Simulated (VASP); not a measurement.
# BAs (F-43m) in VASP: a series of runs

The runs below take BAs through G0W0 quasiparticle levels, with PBE.

All numbers are computed with VASP 6.6.1; they aren't measurements. Logs are shortened: lines on timing, memory, paths and dates and some standing lists are left out, and cuts for length are marked.

### 1 The structure

The structure is cubic, space group F-43m (No. 216). Conventional cell: a = 4.777 Å, b = 4.777 Å, c = 4.777 Å, α = 90.00°, β = 90.00°, γ = 90.00°. As (site symmetry -43m) is surrounded by 4 B at 2.07 Å. B (site symmetry -43m) is surrounded by 4 As at 2.07 Å.

### 2 G0W0 quasiparticle levels, PBE

The input, POSCAR:

```
BAs
1.0
    0.0000000000      2.3885000000      2.3885000000
    2.3885000000      0.0000000000      2.3885000000
    2.3885000000      2.3885000000      0.0000000000
As B
1 1
Direct
    0.7500000000      0.7500000000      0.7500000000
    0.0000000000      0.0000000000      0.0000000000
```

The input, INCAR.step1:

```
SYSTEM = BAs
PREC = Accurate
ENCUT = 450
EDIFF = 1E-8
ISMEAR = 0
SIGMA = 0.01
LREAL = .False.
LASPH = .True.
NELM = 100
ALGO = Fast
LWAVE = .True.
LCHARG = .False.
GGA = PE
```

The input, INCAR.step2:

```
SYSTEM = BAs
PREC = Accurate
ENCUT = 450
EDIFF = 1E-8
ISMEAR = 0
SIGMA = 0.01
LREAL = .False.
LASPH = .True.
NELM = 1
ALGO = Exact
LWAVE = .True.
LCHARG = .False.
GGA = PE
NBANDS = 16
LOPTICS = .True.
ISTART = 1
```

The input, INCAR.step3:

```
SYSTEM = BAs
PREC = Accurate
ENCUT = 450
EDIFF = 1E-8
ISMEAR = 0
SIGMA = 0.01
LREAL = .False.
LASPH = .True.
ALGO = EVGW0
LWAVE = .False.
LCHARG = .False.
GGA = PE
NELMGW = 1
NBANDS = 16
ENCUTGW = 50
NOMEGA = 48
PRECFOCK = Fast
ISTART = 1
NBANDSGW = 12
```

The input, KPOINTS:

```
Automatic mesh
0
Gamma
  3 3 3
  0 0 0
```

Potentials or basis: VASP PAW PBE potentials, release 64 (As_GW, B_GW).

Launch:

```bash
> cat potpaw_PBE.64/As_GW/POTCAR potpaw_PBE.64/B_GW/POTCAR > POTCAR
> cp INCAR.step1 INCAR
> mpirun -np 1 vasp_std > vasp.out
> cp INCAR.step2 INCAR
> mpirun -np 1 vasp_std > vasp.out
> cp INCAR.step3 INCAR
> mpirun -np 1 vasp_std > vasp.out
```

OUTCAR:

```text
SYSTEM = BAs
   PREC = Accurate
   ENCUT = 450
   EDIFF = 1E-8
   ISMEAR = 0
   LREAL = .False.
   LASPH = .True.
   GGA = PE
   NELMGW = 1
   ENCUTGW = 50
   PRECFOCK = Fast
   ISTART = 1

 Found      4 irreducible k-points:

 Following reciprocal coordinates:
            Coordinates               Weight
  0.000000  0.000000  0.000000      1.000000
  0.333333  0.000000  0.000000      8.000000
  0.333333  0.333333  0.000000      6.000000
 -0.333333  0.333333  0.000000     12.000000
   k-points           NKPTS =      4   k-points in BZ     NKDIM =     27   number of bands    NBANDS=     16
   number of dos      NEDOS =    301   number of ions     NIONS =      2
   total plane-waves  NPLWV =  13824
   dimension x,y,z NGX =    24 NGY =   24 NGZ =   24
   dimension x,y,z NGXF=    48 NGYF=   48 NGZF=   48
   ions per type =               1   1
   NGX,Y,Z   is equivalent  to a cutoff of  11.81, 11.81, 11.81 a.u.
   NGXF,Y,Z  is equivalent  to a cutoff of  23.62, 23.62, 23.62 a.u.
 SYSTEM =  BAs
   PREC   = accura    normal or accurate (medium, high low for compatibility)
   ISTART =      1    job   : 0-new  1-cont  2-samecut
   ICHARG =      0    charge: 1-file 2-atom 10-const
   ISPIN  =      1    spin polarized calculation?
   LNONCOLLINEAR =      F non collinear calculations
   LSORBIT =      F    spin-orbit coupling
   LASPH  =      T    aspherical Exc in radial PAW
   ENCUT  =  450.0 eV  33.07 Ry    5.75 a.u.   5.84  5.84  5.84*2*pi/ulx,y,z
   NELM   =     60;   NELMIN=  2; NELMDL=  0     # of ELM steps
   EDIFF  = 0.1E-07   stopping-criterion for ELM
   LREAL  =      F    real-space projection
   EDIFFG = 0.1E-06   stopping-criterion for IOM
   NSW    =      0    number of steps for IOM
   IBRION =     -1    ionic relax: 0-MD 1-quasi-New 2-CG
   NFREE  =      0    steps in history (QN), initial steepest desc. (CG)
   ISIF   =      0    stress and relaxation
   ISYM   =      3    0-nonsym 1-usesym 2-fastsym
   POTIM  = 0.5000    time-step for ionic-motion
   TEBEG  =    0.0;   TEEND  =   0.0 temperature during run
   PSTRESS=    0.0 pullay stress
   NELECT =       8.0000    total number of electrons
   NUPDOWN=      -1.0000    fix difference up-down
   EMIN   =  10.00;   EMAX   =-10.00  energy-range for DOS
   EFERMI =   0.00;   METHOD = LEGACY
   ISMEAR =     0;   SIGMA  =   0.01  broadening in eV -4-tet -1-fermi 0-gaus
   EFERMI_NEDOS =   21; number of points for ismear=-14 and -15
   IALGO  =     38    algorithm
   IMIX   =      4    mixing-type and parameters
     AMIX     =   0.40;   BMIX     =  1.00
     AMIX_MAG =   1.60;   BMIX_MAG =  1.00
  volume/ion in A,a.u.               =      13.63        91.95
  Fermi-wavevector in a.u.,A,eV,Ry     =   1.088018  2.056057 16.106360  1.183784
  Thomas-Fermi vector in A             =   2.224191
   LORBIT       =      0    0 simple, 1 ext, 2 COOP (PROOUT), +10 PAW based schemes
   GGA     = PE    functional components
   LHFCALC =     T    Hartree Fock is set to
   PRECFOCK=fast      Normal, Fast or Accurate (Low or Medium for compatibility)
   ENCUT4O =  -1.0   cutoff for four orbital integrals eV
   NKREDX  =     1    reduce k-point grid by
   NKREDY  =     1    reduce k-point grid by
   NKREDZ  =     1    reduce k-point grid by
   AEXX    =    1.0000 exact exchange contribution
   HFSCREEN=    0.0000 screening length (either q_TF or 0.3 A-1)
   HFSCREENC=   0.0000 screening length for correlation (either q_TF or 0.3 A-1)
   ENCUTFOCK=  -1.0 apply spherical cutoff to Coloumb kernel
   IVDW    =     0    specifies the selected vdW correction
   LEPSILON=     F    determine dielectric tensor
   LRPA    =     F    only Hartree local field effects (RPA)
   LRPAFORCE           =     F    calculate RPA forces
   ENCUTGW             =  50.0    cutoff for response function in eV
   ENCUTGWSOFT         =  40.0    soft cutoff for Coulomb kernel in GW response function in eV
   ENCUTLF             =  -1.0    cutoff for local field effects
   NELMGW              =     1    number of iterations in solving QP/BSE equation
   NELMHF              =     1    number of iterations in the inner HF iteration
   NKREDLFX            =     1    NKREDLFY  =   1   NKREDLFZ  =   1
 non-spin polarized calculation
 Gauss-broadening in eV      SIGMA  =   0.01
  energy-cutoff  :      450.00
  volume of cell :       27.25
 maximum number of plane-waves:       609
  NGX = 14; NGY = 14; NGZ = 14
   NGX = 11   NGY = 11   NGZ = 11
 maximum number of plane-waves:        26
 NGX is ok and might be reduce to    10

 QP shifts <psi_nk| G(iteration)W_0 |psi_nk>: iteration 1
 for sc-GW calculations column KS-energies equals QP-energies in previous step
 and V_xc(KS)=  KS-energies - (<T + V_ion + V_H > + <T+V_H+V_ion>^1  + <V_x>^1)

 k-point   1 :       0.0000    0.0000    0.0000
  band No.  KS-energies  QP-energies   sigma(KS)   V_xc(KS)     V^pw_x(r,r')   Z            occupation Imag(sigma)

      1      -9.1660      -9.4000     -11.9598     -11.6436     -19.5361       0.7401       2.0000       1.4647
      2       6.2712       6.7090     -12.0639     -12.6127     -14.7586       0.7978       2.0000       0.0939
      3       6.2712       6.7090     -12.0639     -12.6127     -14.7586       0.7978       2.0000       0.0939
      4       6.2712       6.7090     -12.0639     -12.6127     -14.7586       0.7978       2.0000       0.0939
      5       9.5022      10.6209      -9.9740     -11.3720      -6.3473       0.8002       0.0000      -0.0957
      6       9.5022      10.6209      -9.9740     -11.3720      -6.3473       0.8002       0.0000      -0.0957
      7       9.5022      10.6209      -9.9740     -11.3720      -6.3473       0.8002       0.0000      -0.0957
      8      10.9398      12.4070     -10.7137     -12.6009      -6.1731       0.7774       0.0000      -0.1640
      9      15.8266      16.5112      -7.9603      -8.8101      -2.9261       0.8057       0.0000      -0.3686
     10      19.1544      20.4396      -8.7839     -10.4036      -4.3233       0.7935       0.0000      -0.3310
     11      19.1544      20.4396      -8.7839     -10.4036      -4.3233       0.7935       0.0000      -0.3310
     12      20.5662      21.6443      -7.6567      -8.9570      -2.4337       0.8292       0.0000      -0.7516

 k-point   2 :       0.3333    0.0000    0.0000
  band No.  KS-energies  QP-energies   sigma(KS)   V_xc(KS)     V^pw_x(r,r')   Z            occupation Imag(sigma)

      1      -7.4438      -7.6015     -12.0627     -11.8436     -19.0407       0.7201       2.0000       1.1009
      2      -0.4983      -0.5402     -11.6621     -11.6070     -15.9378       0.7609       2.0000       0.3145
      3       4.7430       5.0671     -11.9364     -12.3430     -14.8961       0.7974       2.0000       0.1157
      4       4.7430       5.0671     -11.9364     -12.3430     -14.8961       0.7974       2.0000       0.1157
      5       9.1089      10.1965     -10.2168     -11.5888      -6.3177       0.7928       0.0000      -0.1062
      6      11.0558      12.1930      -9.7271     -11.1535      -5.7665       0.7973       0.0000      -0.1369
      7      11.0558      12.1930      -9.7271     -11.1535      -5.7665       0.7973       0.0000      -0.1369
      8      14.9422      16.1007      -9.2376     -10.7376      -4.0880       0.7723       0.0000      -0.3079
      9      17.7374      18.7294      -8.3148      -9.5446      -3.2345       0.8067       0.0000      -0.4439
     10      18.2375      19.3946      -8.6764     -10.1138      -3.9604       0.8050       0.0000      -0.4065
     11      18.2375      19.3946      -8.6764     -10.1138      -3.9604       0.8050       0.0000      -0.4065
     12      22.4274      23.9088      -8.6987     -10.6212      -3.1758       0.7705       0.0000      -0.7280

 k-point   3 :       0.3333    0.3333    0.0000
  band No.  KS-energies  QP-energies   sigma(KS)   V_xc(KS)     V^pw_x(r,r')   Z            occupation Imag(sigma)

      1      -6.8219      -6.9884     -12.1081     -11.8843     -18.8100       0.7438       2.0000       1.0114
      2       0.3098       0.3779     -12.1826     -12.2710     -16.3876       0.7702       2.0000       0.2823
      3       2.7881       2.9210     -11.7248     -11.8942     -15.0922       0.7851       2.0000       0.1648
      4       2.7881       2.9210     -11.7248     -11.8942     -15.0922       0.7851       2.0000       0.1648
      5       7.5068       8.2396      -9.4414     -10.3531      -5.8545       0.8038       0.0000      -0.0791
      6       9.3531      10.0906      -8.9882      -9.9074      -4.9282       0.8024       0.0000      -0.1071
      7      15.3960      16.9365     -10.1168     -12.0870      -5.2820       0.7819       0.0000      -0.3220
      8      15.3960      16.9365     -10.1168     -12.0870      -5.2820       0.7819       0.0000      -0.3220
      9      17.7541      19.2444      -9.7587     -11.6706      -4.4117       0.7795       0.0000      -0.4471
     10      21.8032      23.3604      -8.5276     -10.4634      -3.8834       0.8044       0.0000      -0.5823
     11      22.0290      23.5270      -8.6321     -10.5747      -3.3072       0.7712       0.0000      -0.6932
     12      25.5856      27.0348      -7.8456      -9.6682      -2.5477       0.7952       0.0000      -1.0237

 k-point   4 :      -0.3333    0.3333    0.0000
  band No.  KS-energies  QP-energies   sigma(KS)   V_xc(KS)     V^pw_x(r,r')   Z            occupation Imag(sigma)

      1      -5.3389      -5.3401     -12.2494     -12.2478     -18.4720       0.7465       2.0000       0.8013
      2      -1.6114      -1.7284     -12.1246     -11.9691     -17.1029       0.7523       2.0000       0.4407
      3       0.1557       0.0621     -11.1222     -11.0017     -14.8096       0.7772       2.0000       0.2468
      4       3.1963       3.3677     -11.7948     -12.0124     -15.0695       0.7872       2.0000       0.1549
      5       8.7106       9.4963      -9.2885     -10.2680      -5.4294       0.8020       0.0000      -0.0954
      6      13.5084      14.8967      -9.9054     -11.6901      -5.1125       0.7779       0.0000      -0.2363
      7      14.3617      15.8384      -9.8434     -11.7081      -5.1334       0.7919       0.0000      -0.2909
      8      15.6007      16.9589      -9.9598     -11.7060      -4.9689       0.7778       0.0000      -0.3434
      9      15.7170      16.7746      -9.0582     -10.3779      -4.5681       0.8015       0.0000      -0.2703
     10      18.3558      19.4707      -8.6146      -9.9829      -4.0989       0.8148       0.0000      -0.3907
     11      23.1158      24.7296      -9.1797     -11.3129      -3.3076       0.7566       0.0000      -0.8429
     12      24.7319      26.0209      -7.6914      -9.3001      -2.4061       0.8012       0.0000      -0.8589
```

Wall time 6.1 s (1 thread of Intel Xeon 6975P-C (Granite Rapids), shared host); peak memory 0.18 GiB.

The run converged, but some of its settings lie outside the range that counts as converged, so its numbers aren't taken as properties of the crystal.

What came out:

| Property | Result |
| --- | --- |
| Band gap on the k mesh, mean-field level | 1.24 eV, indirect (least direct gap 3.23 eV) |
| Quasiparticle gap | 1.53 eV |
| Least direct quasiparticle gap | 3.91 eV |

Caveat: the k mesh is coarse (spacing up to 0.76 Å⁻¹), so the values aren't converged; bands, screening cutoff and mesh are small and nothing is extrapolated, so the quasiparticle values aren't converged; an odd mesh through Γ misses points on the zone boundary, where band edges often lie.

### 3 G0W0 quasiparticle levels, PBE

POSCAR is that of step 2.

INCAR.step1 is that of step 2.

INCAR.step2 is that of step 2.

Edit INCAR.step3 of step 2 so:

```diff
@@ -14,3 +14,3 @@
 NBANDS = 16
-ENCUTGW = 50
+ENCUTGW = 100
 NOMEGA = 48
```

KPOINTS is that of step 2.

Potentials or basis: VASP PAW PBE potentials, release 64 (As_GW, B_GW).

Launch:

```bash
> cat potpaw_PBE.64/As_GW/POTCAR potpaw_PBE.64/B_GW/POTCAR > POTCAR
> cp INCAR.step1 INCAR
> mpirun -np 1 vasp_std > vasp.out
> cp INCAR.step2 INCAR
> mpirun -np 1 vasp_std > vasp.out
> cp INCAR.step3 INCAR
> mpirun -np 1 vasp_std > vasp.out
```

OUTCAR:

```text
SYSTEM = BAs
   PREC = Accurate
   ENCUT = 450
   EDIFF = 1E-8
   ISMEAR = 0
   LREAL = .False.
   LASPH = .True.
   GGA = PE
   NELMGW = 1
   ENCUTGW = 100
   PRECFOCK = Fast
   ISTART = 1

 Found      4 irreducible k-points:

 Following reciprocal coordinates:
            Coordinates               Weight
  0.000000  0.000000  0.000000      1.000000
  0.333333  0.000000  0.000000      8.000000
  0.333333  0.333333  0.000000      6.000000
 -0.333333  0.333333  0.000000     12.000000
   k-points           NKPTS =      4   k-points in BZ     NKDIM =     27   number of bands    NBANDS=     16
   number of dos      NEDOS =    301   number of ions     NIONS =      2
   total plane-waves  NPLWV =  13824
   dimension x,y,z NGX =    24 NGY =   24 NGZ =   24
   dimension x,y,z NGXF=    48 NGYF=   48 NGZF=   48
   ions per type =               1   1
   NGX,Y,Z   is equivalent  to a cutoff of  11.81, 11.81, 11.81 a.u.
   NGXF,Y,Z  is equivalent  to a cutoff of  23.62, 23.62, 23.62 a.u.
 SYSTEM =  BAs
   PREC   = accura    normal or accurate (medium, high low for compatibility)
[... 54 lines left out ...]
 non-spin polarized calculation
 Gauss-broadening in eV      SIGMA  =   0.01
  energy-cutoff  :      450.00
  volume of cell :       27.25
 maximum number of plane-waves:       609
  NGX = 14; NGY = 14; NGZ = 14
   NGX = 11   NGY = 11   NGZ = 11
 maximum number of plane-waves:        64
 NGX is ok and might be reduce to    14

 QP shifts <psi_nk| G(iteration)W_0 |psi_nk>: iteration 1
 for sc-GW calculations column KS-energies equals QP-energies in previous step
 and V_xc(KS)=  KS-energies - (<T + V_ion + V_H > + <T+V_H+V_ion>^1  + <V_x>^1)

 k-point   1 :       0.0000    0.0000    0.0000
  band No.  KS-energies  QP-energies   sigma(KS)   V_xc(KS)     V^pw_x(r,r')   Z            occupation Imag(sigma)

      1      -9.1660      -9.4495     -12.0299     -11.6436     -19.5361       0.7338       2.0000       1.4510
      2       6.2712       6.5969     -12.2028     -12.6127     -14.7586       0.7944       2.0000       0.0920
      3       6.2712       6.5969     -12.2028     -12.6127     -14.7586       0.7944       2.0000       0.0920
      4       6.2712       6.5969     -12.2028     -12.6127     -14.7586       0.7944       2.0000       0.0920
      5       9.5022      10.6348      -9.9507     -11.3720      -6.3473       0.7969       0.0000      -0.0963
      6       9.5022      10.6348      -9.9507     -11.3720      -6.3473       0.7969       0.0000      -0.0963
      7       9.5022      10.6348      -9.9507     -11.3720      -6.3473       0.7969       0.0000      -0.0963
      8      10.9398      12.3569     -10.7614     -12.6009      -6.1731       0.7703       0.0000      -0.1696
      9      15.8266      16.5776      -7.8744      -8.8101      -2.9261       0.8026       0.0000      -0.3384
     10      19.1544      20.4507      -8.7704     -10.4036      -4.3233       0.7937       0.0000      -0.3376
     11      19.1544      20.4507      -8.7704     -10.4036      -4.3233       0.7937       0.0000      -0.3376
     12      20.5662      21.6531      -7.6480      -8.9570      -2.4337       0.8304       0.0000      -0.7559
[... 36 lines left out ...]
      1      -5.3389      -5.4184     -12.3545     -12.2478     -18.4720       0.7453       2.0000       0.7930
      2      -1.6114      -1.8163     -12.2413     -11.9691     -17.1029       0.7526       2.0000       0.4480
      3       0.1557       0.0195     -11.1774     -11.0017     -14.8096       0.7754       2.0000       0.2426
      4       3.1963       3.2924     -11.8900     -12.0124     -15.0695       0.7851       2.0000       0.1551
      5       8.7106       9.5179      -9.2586     -10.2680      -5.4294       0.7997       0.0000      -0.0948
      6      13.5084      14.8607      -9.9473     -11.6901      -5.1125       0.7759       0.0000      -0.2503
      7      14.3617      15.8053      -9.8793     -11.7081      -5.1334       0.7894       0.0000      -0.3039
      8      15.6007      16.9133     -10.0109     -11.7060      -4.9689       0.7744       0.0000      -0.3594
      9      15.7170      16.7812      -9.0487     -10.3779      -4.5681       0.8007       0.0000      -0.2697
     10      18.3558      19.5009      -8.5785      -9.9829      -4.0989       0.8154       0.0000      -0.3852
     11      23.1158      24.6805      -9.2362     -11.3129      -3.3076       0.7535       0.0000      -0.8649
     12      24.7319      26.0401      -7.6640      -9.3001      -2.4061       0.7996       0.0000      -0.8391
```

OUTCAR.step1:

```text
SYSTEM = BAs
   PREC = Accurate
   ENCUT = 450
   EDIFF = 1E-8
   ISMEAR = 0
   LREAL = .False.
   LASPH = .True.
[... 151 lines left out ...]
      3.58275      3.58275      3.58275        -0.000000     -0.000000      0.000000
      0.00000      0.00000      0.00000         0.000000      0.000000     -0.000000
 -----------------------------------------------------------------------------------
    total drift:                               -0.000000     -0.000000     -0.000000

  FREE ENERGIE OF THE ION-ELECTRON SYSTEM (eV)
  ---------------------------------------------------
  free  energy   TOTEN  =       -10.7745355402 eV

  energy  without entropy=      -10.7745355402  energy(sigma->0) =      -10.77453554
```

Run time: 6.2 s. Hardware: 1 thread of Intel Xeon 6975P-C (Granite Rapids), shared host; peak memory 0.18 GiB.

The run converged, but some of its settings lie outside the range that counts as converged, so its numbers aren't taken as properties of the crystal.

What came out:

```yaml
Band_gap_on_the_k_mesh_mean-field_level: 1.24 eV, indirect (least direct gap 3.23 eV)
Quasiparticle_gap: 1.67 eV
Least_direct_quasiparticle_gap: 4.04 eV
```

Caveat: the k mesh is coarse (spacing up to 0.76 Å⁻¹), so the values aren't converged; bands, screening cutoff and mesh are small and nothing is extrapolated, so the quasiparticle values aren't converged; an odd mesh through Γ misses points on the zone boundary, where band edges often lie.

(Continued in part 2 of 2.)
